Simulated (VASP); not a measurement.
# TaC (Fm-3m) in VASP: notebook, part 2 of 2

VASP 6.6.1.

**3. Relaxation of cell and atoms, PBE+D3(BJ)**

File INCAR:

```
SYSTEM = TaC
PREC = Accurate ; ENCUT = 520
EDIFF = 1E-7 ; ISMEAR = 0
SIGMA = 0.1 ; LREAL = .FALSE.
LASPH = .TRUE. ; NELM = 60
ALGO = Normal ; ISIF = 3
LWAVE = .FALSE. ; LCHARG = .FALSE.
GGA = PE ; IVDW = 12
IBRION = 2 ; NSW = 80
EDIFFG = -0.002
```

File KPOINTS:

```
Automatic mesh
0
G
  16 16 16
  0 0 0
```

File POSCAR:

```
TaC                                     
1.0
    0.0000000000      2.2237758057      2.2237758057
    2.2237758057      0.0000000000      2.2237758057
    2.2237758057      2.2237758057      0.0000000000
  Ta              C             
     1     1
Direct
     0.0000000000000000    0.0000000000000000    0.0000000000000000
     0.5000000000000000    0.5000000000000000    0.5000000000000000
```

Potentials or basis: VASP PAW PBE potentials, release 64 (Ta_pv, C).

Started as:

```sh
$ cat potpaw_PBE.64/Ta_pv/POTCAR potpaw_PBE.64/C/POTCAR > POTCAR
$ mpirun -np 1 vasp_std > vasp.out
```

OUTCAR:

```text
SYSTEM = TaC
   PREC = Accurate
   ENCUT = 520
   EDIFF = 1E-7
   ISMEAR = 0
   LREAL = .FALSE.
   LASPH = .TRUE.
   NELM = 60
   ISIF = 3
   GGA = PE
   IVDW = 12
   IBRION = 2
   NSW = 80
   EDIFFG = -0.002
 IVDW          = 12

 ion  position               nearest neighbor table
   1  0.000  0.000  0.000-   2 2.22   2 2.22   2 2.22   2 2.22   2 2.22   2 2.22
   2  0.500  0.500  0.500-   1 2.22   1 2.22   1 2.22   1 2.22   1 2.22   1 2.22

  LATTYP: Found a face centered cubic cell.
 ALAT       =     4.4475516114

  Lattice vectors:

 A1 = (   0.0000000000,   2.2237758057,   2.2237758057)
 A2 = (   2.2237758057,   0.0000000000,   2.2237758057)
 A3 = (   2.2237758057,   2.2237758057,   0.0000000000)

Analysis of symmetry for initial positions (statically):
=====================================================================
 Subroutine PRICEL returns:
 Original cell was already a primitive cell.

 Routine SETGRP: Setting up the symmetry group for a
 face centered cubic supercell.

 Subroutine GETGRP returns: Found 48 space group operations
 (whereof 48 operations were pure point group operations)
 out of a pool of 48 trial point group operations.

The static configuration has the point symmetry O_h .

Analysis of symmetry for dynamics (positions and initial velocities):
=====================================================================
 Subroutine PRICEL returns:
 Original cell was already a primitive cell.

 Routine SETGRP: Setting up the symmetry group for a
 face centered cubic supercell.

 Subroutine GETGRP returns: Found 48 space group operations
 (whereof 48 operations were pure point group operations)
 out of a pool of 48 trial point group operations.

The dynamic configuration has the point symmetry O_h .

 Subroutine INISYM returns: Found 48 space group operations
 (whereof 48 operations are pure point group operations),
 and found     1 'primitive' translations

----------------------------------------------------------------------------------------

                                     Primitive cell

  volume of cell :      21.9939

  direct lattice vectors                    reciprocal lattice vectors
     0.000000000  2.223775806  2.223775806    -0.224842810  0.224842810  0.224842810
     2.223775806  0.000000000  2.223775806     0.224842810 -0.224842810  0.224842810
     2.223775806  2.223775806  0.000000000     0.224842810  0.224842810 -0.224842810

  length of vectors
     3.144893904  3.144893904  3.144893904     0.389439170  0.389439170  0.389439170

  position of ions in fractional coordinates (direct lattice)
     0.000000000  0.000000000  0.000000000
     0.500000000  0.500000000  0.500000000

  ion indices of the primitive-cell ions
   primitive index   ion index
                 1           1
                 2           2

----------------------------------------------------------------------------------------

 KPOINTS: Automatic mesh

Automatic generation of k-mesh.
 Grid dimensions read from file:
 generate k-points for:   16   16   16

[... 42 lines left out ...]
 -0.125000  0.062500  0.000000     24.000000
 -0.062500  0.062500  0.000000     12.000000
 [... further k-points ...]
   k-points           NKPTS =    145   k-points in BZ     NKDIM =    145   number of bands    NBANDS=     11
   number of dos      NEDOS =    301   number of ions     NIONS =      2
   total plane-waves  NPLWV =  13824
   dimension x,y,z NGX =    24 NGY =   24 NGZ =   24
   dimension x,y,z NGXF=    48 NGYF=   48 NGZF=   48
   ions per type =               1   1
   NGX,Y,Z   is equivalent  to a cutoff of  12.69, 12.69, 12.69 a.u.
   NGXF,Y,Z  is equivalent  to a cutoff of  25.37, 25.37, 25.37 a.u.
 SYSTEM =  TaC
   PREC   = accura    normal or accurate (medium, high low for compatibility)
   ISTART =      0    job   : 0-new  1-cont  2-samecut
   ICHARG =      2    charge: 1-file 2-atom 10-const
   ISPIN  =      1    spin polarized calculation?
   LNONCOLLINEAR =      F non collinear calculations
   LSORBIT =      F    spin-orbit coupling
   LASPH  =      T    aspherical Exc in radial PAW
   ENCUT  =  520.0 eV  38.22 Ry    6.18 a.u.   5.85  5.85  5.85*2*pi/ulx,y,z
   NELM   =     60;   NELMIN=  2; NELMDL= -5     # of ELM steps
   EDIFF  = 0.1E-06   stopping-criterion for ELM
   LREAL  =      F    real-space projection
   EDIFFG = -.2E-02   stopping-criterion for IOM
   NSW    =     80    number of steps for IOM
   IBRION =      2    ionic relax: 0-MD 1-quasi-New 2-CG
   NFREE  =      1    steps in history (QN), initial steepest desc. (CG)
   ISIF   =      3    stress and relaxation
   ISYM   =      2    0-nonsym 1-usesym 2-fastsym
   POTIM  = 0.5000    time-step for ionic-motion
   TEBEG  =    0.0;   TEEND  =   0.0 temperature during run
   PSTRESS=    0.0 pullay stress
   NELECT =      15.0000    total number of electrons
   NUPDOWN=      -1.0000    fix difference up-down
   EMIN   =  10.00;   EMAX   =-10.00  energy-range for DOS
   EFERMI =   0.00;   METHOD = LEGACY
   ISMEAR =     0;   SIGMA  =   0.10  broadening in eV -4-tet -1-fermi 0-gaus
   EFERMI_NEDOS =   21; number of points for ismear=-14 and -15
   IALGO  =     38    algorithm
   IMIX   =      4    mixing-type and parameters
     AMIX     =   0.40;   BMIX     =  1.00
     AMIX_MAG =   1.60;   BMIX_MAG =  1.00
  volume/ion in A,a.u.               =      11.00        74.21
  Fermi-wavevector in a.u.,A,eV,Ry     =   1.441023  2.723139 28.253142  2.076547
  Thomas-Fermi vector in A             =   2.559702
   LORBIT       =      0    0 simple, 1 ext, 2 COOP (PROOUT), +10 PAW based schemes
   GGA     = PE    functional components
   LHFCALC =     F    Hartree Fock is set to
   AEXX    =    0.0000 exact exchange contribution
   IVDW    =    12    specifies the selected vdW correction
   LEPSILON=     F    determine dielectric tensor
   LRPA    =     F    only Hartree local field effects (RPA)
 conjugate gradient relaxation of ions
 non-spin polarized calculation
 Gauss-broadening in eV      SIGMA  =   0.10
  energy-cutoff  :      520.00
  volume of cell :       21.99
 maximum number of plane-waves:       609
   NGX = 11   NGY = 11   NGZ = 11

 number of electron      15.0000001 magnetization

 Free energy of the ion-electron system (eV)
  ---------------------------------------------------
  ext. energy  EPLUGINS =         0.00000000
  ---------------------------------------------------
  free energy    TOTEN  =       -22.19726189 eV

  energy without entropy =      -22.19564677  energy(sigma->0) =      -22.19645433

 E-fermi :   8.4260     XC(G=0): -13.2302

 val. band max:        8.4002071003   @ k =   0.4375   0.1875   0.0625
 cond. band min:       8.4476732704   @ k =   0.1250   0.0625   0.0000
 fundamental gap:      0.0474661701
 Fermi energy:         8.4259541472

 k-point     1 :       0.0000    0.0000    0.0000
  band No.  band energies     occupation
      1     -26.6074      2.00000
      2     -26.6074      2.00000
      3     -26.6074      2.00000
      4      -6.4065      2.00000
      5       7.1051      2.00000
      6       7.1051      2.00000
      7       7.1051      2.00000
      8       7.9661      2.00000
      9       7.9661      2.00000
     10       7.9661      2.00000
     11       9.1079      0.00000
[... 309 lines left out ...]
 k-point    24 :      -0.0625    0.0625    0.0000
  band No.  band energies     occupation
      1     -26.6775      2.00000
      2     -26.6271      2.00000
      3     -26.6097      2.00000
      4      -6.1131      2.00000
      5       5.9822      2.00000
      6       6.1730      2.00000
      7       6.3035      2.00000
      8       7.2748      2.00000
      9       8.1842      1.99937
     10       8.7679      0.00000
     11      10.0866      0.00000

 [... further k-points ...]

------------------------ aborting loop because EDIFF is reached ----------------------------------------

 Edisp (eV)   -0.92461

 E8    (eV) :    -0.4341

  FORCE on cell =-STRESS in cart. coord.  units (eV):
  Direction    XX          YY          ZZ          XY          YZ          ZX
  --------------------------------------------------------------------------------------
  -------------------------------------------------------------------------------------
  Total       0.00244     0.00244     0.00244     0.00000     0.00000     0.00000
  in kB       0.17742     0.17742     0.17742     0.00000     0.00000     0.00000
  external pressure =        0.18 kB  Pullay stress =        0.00 kB

 VOLUME and BASIS-vectors are now :
 -----------------------------------------------------------------------------
  energy-cutoff  :      520.00
  volume of cell :       21.99
      direct lattice vectors                 reciprocal lattice vectors
     0.000000000  2.223775806  2.223775806    -0.224842810  0.224842810  0.224842810
     2.223775806  0.000000000  2.223775806     0.224842810 -0.224842810  0.224842810
     2.223775806  2.223775806  0.000000000     0.224842810  0.224842810 -0.224842810

 POSITION                                       TOTAL-FORCE (eV/Angst)
 -----------------------------------------------------------------------------------
      0.00000      0.00000      0.00000         0.000000     -0.000000     -0.000000
      2.22378      2.22378      2.22378        -0.000000      0.000000      0.000000
 -----------------------------------------------------------------------------------
    total drift:                                0.000000     -0.000000     -0.000000

  FREE ENERGIE OF THE ION-ELECTRON SYSTEM (eV)
  ---------------------------------------------------
  free  energy   TOTEN  =       -23.1218767852 eV

  energy  without entropy=      -23.1202616565  energy(sigma->0) =      -23.12106922

 reached required accuracy - stopping structural energy minimisation
```

CONTCAR:

```text
TaC
   1.00000000000000
     0.0000000000000000    2.2237758056999999    2.2237758056999999
     2.2237758056999999    0.0000000000000000    2.2237758056999999
     2.2237758056999999    2.2237758056999999    0.0000000000000000
  Ta              C
     1     1
Direct
     0.0000000000000000    0.0000000000000000    0.0000000000000000
     0.5000000000000000    0.5000000000000000    0.5000000000000000

  0.00000000E+00  0.00000000E+00  0.00000000E+00
  0.00000000E+00  0.00000000E+00  0.00000000E+00
```

It took 11 s on 1 thread of Intel Xeon 6975P-C (Granite Rapids), shared host; peak memory 0.18 GiB.

Results:

```yaml
Free_energy: -23.1219 eV
Pressure_after_relaxing: 0.0 GPa
Band_gap_on_the_k_mesh: none (metal or under the smearing width)
Dispersion_energy_per_atom: -0.462 eV
```

Final structure:
```cif
data_structure
_symmetry_space_group_name_H-M 'P 1'
_symmetry_Int_Tables_number 1
_cell_length_a 3.1449
_cell_length_b 3.1449
_cell_length_c 3.1449
_cell_angle_alpha 60.000
_cell_angle_beta 60.000
_cell_angle_gamma 60.000
_cell_volume 21.99
loop_
_atom_site_label
_atom_site_type_symbol
_atom_site_fract_x
_atom_site_fract_y
_atom_site_fract_z
_atom_site_occupancy
Ta1 Ta 0.00000 0.00000 0.00000 1
C1 C 0.50000 0.50000 0.50000 1
```

Levels at points of the mesh, in eV from the Fermi level:
| k point | band 4 | band 5 | band 6 | band 7 | band 8 | band 9 | band 10 | band 11 |
| --- | --- | --- | --- | --- | --- | --- | --- | --- |
| (0.00, 0.00, 0.00) | -14.83 | -1.32 | -1.32 | -1.32 | -0.46 | -0.46 | -0.46 | 0.68 |
| (0.50, 0.00, 0.00) | -10.35 | -8.75 | -5.49 | -5.49 | 2.77 | 2.77 | 3.76 | 5.44 |
| (0.50, 0.50, 0.00) | -12.73 | -4.60 | -4.56 | -1.75 | -1.75 | 2.66 | 4.15 | 4.15 |

Caveat: the relaxation stopped at its first step, so nothing moved; pairwise dispersion overbinds metals, which lowers pressure and volume. Spin-orbit coupling is left out, which matters for the levels of Ta.

**4. Vibrations by finite differences, PBE+D3(BJ)**

File INCAR:

```
PREC = Accurate ; ENCUT = 520
EDIFF = 1E-8 ; ISMEAR = 0
SIGMA = 0.1 ; LREAL = F
LASPH = T ; NELM = 60
ALGO = Normal ; ISIF = 3
LWAVE = F ; LCHARG = F
GGA = PE ; IVDW = 12
IBRION = 6 ; NFREE = 2
POTIM = 0.015 ; NSW = 1
```

File KPOINTS:

```
regular mesh
0
Gamma
  16 16 16
```

POSCAR is that of step 3.

Potentials or basis: VASP PAW PBE potentials, release 64 (Ta_pv, C).

Started as:

```sh
$ cat potpaw_PBE.64/Ta_pv/POTCAR potpaw_PBE.64/C/POTCAR > POTCAR
$ mpirun -np 1 vasp_std > vasp.out
```

OUTCAR:

```text
PREC = Accurate
   ENCUT = 520
   EDIFF = 1E-8
   ISMEAR = 0
   LREAL = F
   LASPH = T
   NELM = 60
   ISIF = 3
   GGA = PE
   IVDW = 12
   IBRION = 6
   NFREE = 2
   POTIM = 0.015
   NSW = 1
 IVDW          = 12

 ion  position               nearest neighbor table
   1  0.000  0.000  0.000-   2 2.22   2 2.22   2 2.22   2 2.22   2 2.22   2 2.22
   2  0.500  0.500  0.500-   1 2.22   1 2.22   1 2.22   1 2.22   1 2.22   1 2.22

  LATTYP: Found a face centered cubic cell.
 ALAT       =     4.4475516114

  Lattice vectors:

 A1 = (   0.0000000000,   2.2237758057,   2.2237758057)
 A2 = (   2.2237758057,   0.0000000000,   2.2237758057)
 A3 = (   2.2237758057,   2.2237758057,   0.0000000000)

Analysis of symmetry for initial positions (statically):
=====================================================================
 Subroutine PRICEL returns:
 Original cell was already a primitive cell.

 Routine SETGRP: Setting up the symmetry group for a
 face centered cubic supercell.

 Subroutine GETGRP returns: Found 48 space group operations
 (whereof 48 operations were pure point group operations)
 out of a pool of 48 trial point group operations.

The static configuration has the point symmetry O_h .

Analysis of symmetry for dynamics (positions and initial velocities):
=====================================================================
 Subroutine PRICEL returns:
 Original cell was already a primitive cell.

[... 716 lines left out ...]

 Edisp (eV)   -0.92462

 E8    (eV) :    -0.4341
[... 25 lines left out ...]
  FREE ENERGIE OF THE ION-ELECTRON SYSTEM (eV)
  ---------------------------------------------------
  free  energy   TOTEN  =       -23.1204046505 eV

  energy  without entropy=      -23.1187795776  energy(sigma->0) =      -23.11959211

 INTERNAL STRAIN TENSORS FROM STRAINED CELLS
 ============================================

 INTERNAL STRAIN TENSOR FOR ION    1 for displacements in x,y,z  (eV/Angst):
          X           Y           Z          XY          YZ          ZX
  --------------------------------------------------------------------------------
  x    -0.00000    -0.00000    -0.00000     0.00000     0.00000    -0.00000
  y     0.00000     0.00000     0.00000     0.00000     0.00000    -0.00000
  z     0.00000    -0.00000    -0.00000     0.00000    -0.00000     0.00000

 INTERNAL STRAIN TENSORS FROM DISPLACED ATOMS
 ============================================

 INTERNAL STRAIN TENSOR FOR ION    1 for displacements in x,y,z  (eV/Angst):
          X           Y           Z          XY          YZ          ZX
  --------------------------------------------------------------------------------
  x     0.00000     0.00000     0.00000     0.00000     0.00000     0.00000
  y     0.00000     0.00000     0.00000     0.00000     0.00000     0.00000
  z     0.00000     0.00000     0.00000     0.00000     0.00000     0.00000

 INTERNAL STRAIN TENSOR FOR ION    2 for displacements in x,y,z  (eV/Angst):
          X           Y           Z          XY          YZ          ZX
  --------------------------------------------------------------------------------
  x     0.00000     0.00000     0.00000     0.00000     0.00000     0.00000
  y     0.00000     0.00000     0.00000     0.00000     0.00000     0.00000
  z     0.00000     0.00000     0.00000     0.00000     0.00000     0.00000

 Eigenvectors and eigenvalues of the dynamical matrix
 ----------------------------------------------------

   1 f  =   16.848172 THz   105.860188 2PiTHz  561.994533 cm-1    69.678410 meV
             X         Y         Z           dx          dy          dz
      0.000000  0.000000  0.000000     0.000000    0.249505   -0.000000
      2.223776  2.223776  2.223776     0.000000   -0.968374   -0.000000
[... 21 lines left out ...]
   6 f/i=    0.000219 THz     0.001378 2PiTHz    0.007316 cm-1     0.000907 meV
             X         Y         Z           dx          dy          dz
      0.000000  0.000000  0.000000    -0.936031   -0.223516    0.107857
      2.223776  2.223776  2.223776    -0.241172   -0.057590    0.027790

--------------------------------------------------------------------------------------------------------

 ELASTIC MODULI CONTR FROM IONIC RELAXATION (kBar)
 Direction    XX          YY          ZZ          XY          YZ          ZX
 --------------------------------------------------------------------------------
 XX           0.0000      0.0000      0.0000      0.0000      0.0000      0.0000
 YY           0.0000      0.0000      0.0000      0.0000      0.0000      0.0000
 ZZ           0.0000      0.0000      0.0000      0.0000      0.0000      0.0000
 XY           0.0000      0.0000      0.0000      0.0000      0.0000      0.0000
 YZ           0.0000      0.0000      0.0000      0.0000      0.0000      0.0000
 ZX           0.0000      0.0000      0.0000      0.0000      0.0000      0.0000
 --------------------------------------------------------------------------------

 TOTAL ELASTIC MODULI (kBar)
 Direction    XX          YY          ZZ          XY          YZ          ZX
 --------------------------------------------------------------------------------
 XX        8214.1838   1002.2236   1002.2236      0.0000      0.0000     -0.0000
 YY        1002.2236   8214.1838   1002.2236     -0.0000      0.0000      0.0000
 ZZ        1002.2236   1002.2236   8214.1838      0.0000      0.0000      0.0000
 XY           0.0000     -0.0000      0.0000   1948.0799      0.0000      0.0000
 YZ           0.0000      0.0000      0.0000      0.0000   1948.0799      0.0000
 ZX          -0.0000      0.0000      0.0000      0.0000      0.0000   1948.0799
 --------------------------------------------------------------------------------
```

Wall time 7.3 min (1 thread of Intel Xeon 6975P-C (Granite Rapids), shared host); peak memory 0.6 GiB.

The run converged, but a check on its numbers failed (symmetry, net force, bounds or a known fault of this set-up), so they aren't taken as properties of the crystal.

Caveat: elastic constants of metals need much finer meshes, so these are rough; pairwise dispersion overbinds metals, which lowers pressure and volume.
